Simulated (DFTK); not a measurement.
Mo, 1 atom in the cell. The typed cell holds 1 atom: a = 2.785 Å, b = 2.985 Å, c = 2.927 Å, α = 59.76°, β = 54.74°, γ = 58.94°. This isn't the form of Mo at room conditions, which is bcc.

- Program: DFTK 0.8.2
- Task: single point
- Functional: PBE
- Potentials or basis: dojo.nc.sr.pbe.v0_4_1.standard.upf (PBE)
- Cutoff: 1088 eV
- k mesh: 9 × 9 × 9
- Occupations: methfessel-paxton order 1, width 0.1 eV
- Spin: no spin polarisation
- Valence electrons: Mo 14
- SCF tolerance on the density: 1e-06

Potentials or basis: dojo.nc.sr.pbe.v0_4_1.standard.upf (PBE).

Launch:

```bash
$ julia --threads=1 run.jl  # save.jl only writes the numbers to a file and isn't shown; printed stress counts tension as positive; times include loading and compiling
```

Hardware: 1 thread of AMD EPYC 7R43 64-Core Processor (Zen 3), on a shared host.

Q: Estimate the wall time of this run.

A: It took 5.5 min on 1 thread of AMD EPYC 7R43 64-Core Processor (Zen 3), on a shared host, peak memory 2.4 GiB. Counts: scf iterations 11, k points 365, plane waves 1342, bands 12.
